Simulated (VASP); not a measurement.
Bi2Se3 (Paraguanajuatite):

```
Bi Se
1.0
     2.07150    1.19598    9.54533
    -2.07150    1.19598    9.54533
     0.00000   -2.39196    9.54533
Bi Se
2 3
Direct
  0.59920 0.59920 0.59920
  0.40080 0.40080 0.40080
  0.78830 0.78830 0.78830
  0.21170 0.21170 0.21170
  0.00000 0.00000 0.00000
```

Base run:

* Program: VASP 6.6.1
* Functional: PBE
* Potentials or basis: VASP PAW PBE potentials, release 64 (Bi_d, Se)
* Cutoff: 520 eV
* k mesh: 8 × 8 × 8
* Occupations: fermi-dirac, width 0.05 eV
* Spin: no spin polarisation

Its results: band gap on the k mesh 0.21 eV, direct; pressure 2.6 GPa; largest force 0.172 eV/Å.

Task: The run is repeated on the same cell with these changes: functional from PBE to PBEsol. What comes out?

Result: Band gap on the k mesh 0.14 eV, direct; pressure -0.3 GPa; largest force 0.166 eV/Å.

PBEsol binds more tightly than PBE, so the same cell stands under less pressure.

Caveats: spin-orbit coupling is left out, which as a rule narrows the gap of such compounds by several tenths of an eV; the PAW data sets were made with another functional, which shifts forces and pressure a little (some runs).

A k mesh can miss the band edges.

Not every run made on this cell is shown here.
